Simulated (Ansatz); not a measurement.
# WSe2: the cost of one run

Method: DFT LDA, scalar-relativistic, plane waves, PAW, in Ansatz 0.2.0.

1 further run of the same task is left out (it didn't finish).

**1. The system as given**

It takes space group P-3m1 (No. 164, trigonal). The conventional cell has a = 3.249 Å, b = 3.249 Å, c = 23.628 Å, α = 90.00°, β = 90.00°, γ = 120.00°. Around W (site symmetry 3m) lie 6 Se at 2.51 Å. Se (site symmetry 3m) is surrounded by 3 W at 2.51 Å.

As a file:

```cif
data_structure
_symmetry_space_group_name_H-M 'P-3m1'
_symmetry_Int_Tables_number 164
_cell_length_a 3.2486
_cell_length_b 3.2486
_cell_length_c 23.6283
_cell_angle_alpha 90.000
_cell_angle_beta 90.000
_cell_angle_gamma 120.000
_cell_volume 215.95
loop_
_atom_site_label
_atom_site_type_symbol
_atom_site_symmetry_multiplicity
_atom_site_Wyckoff_symbol
_atom_site_fract_x
_atom_site_fract_y
_atom_site_fract_z
_atom_site_occupancy
W1 W 2 d 0.66667 0.33333 0.13547 1
Se1 Se 2 d 0.33333 0.66667 0.20589 1
Se2 Se 2 d 0.66667 0.33333 0.93511 1
```

It goes back to an entry of the Materials Project, which need not be the stable form.

It is the result of an earlier relaxation at this level (volume 35.99 Å³/atom; gap on the mesh: 1.39 eV).

**2. What is varied**

Atoms count from 1 in the order of the input.

One atom moved over a plane, all else fixed.

First coordinate, shift of W1 along [1 0 0]: 7 values from −0.83 Å. Second coordinate, shift of W1 along [0 0 1]: 7 values from −0.83 Å.

Nothing else is relaxed (all other atoms fixed). Energies count from the relaxed crystal. Points are written as (first, second).

**3. The run at (−0.83 Å, −0.55 Å)**

Input file input.yaml:

```yaml
crystal:
  lattice:
    - [3.2486079436, 0.0, 0.0]
    - [-1.6243039718, 2.8133770061, 0.0]
    - [0.0, 0.0, 23.6283233151]
  atoms:
    - { symbol: W, position: [0.4111726168, 0.3333333333, 0.112049859] }
    - { symbol: W, position: [0.3333333333, 0.6666666667, 0.8645333292] }
    - { symbol: Se, position: [0.3333333333, 0.6666666667, 0.2058884835] }
    - { symbol: Se, position: [0.6666666667, 0.3333333333, 0.935110139] }
    - { symbol: Se, position: [0.3333333333, 0.6666666667, 0.064889861] }
    - { symbol: Se, position: [0.6666666667, 0.3333333333, 0.7941115165] }
basis:
  ecutwfc: 420
kpoints:
  mp_grid: { grid: [9, 9, 2] }
hamiltonian:
  xc: lda
  pseudopotentials: { kind: paw, azcp: { folder: soft_1 } }
scf:
  occupations: { method: gaussian, width: 0.05 }
output:
  forces: true
  stress: true
  eigenvalues: true
```

On the command line:

```
> ansatz run input.yaml --threads 2 --pin off --max-ram 4096MiB --backend cpu --events-out ev --progress --plain --runs-dir out
```

Q: Estimate wall time and peak memory on 2 threads of Arm Neoverse N1, shared host.

About 1.8 min, with a peak of 0.88 GiB.
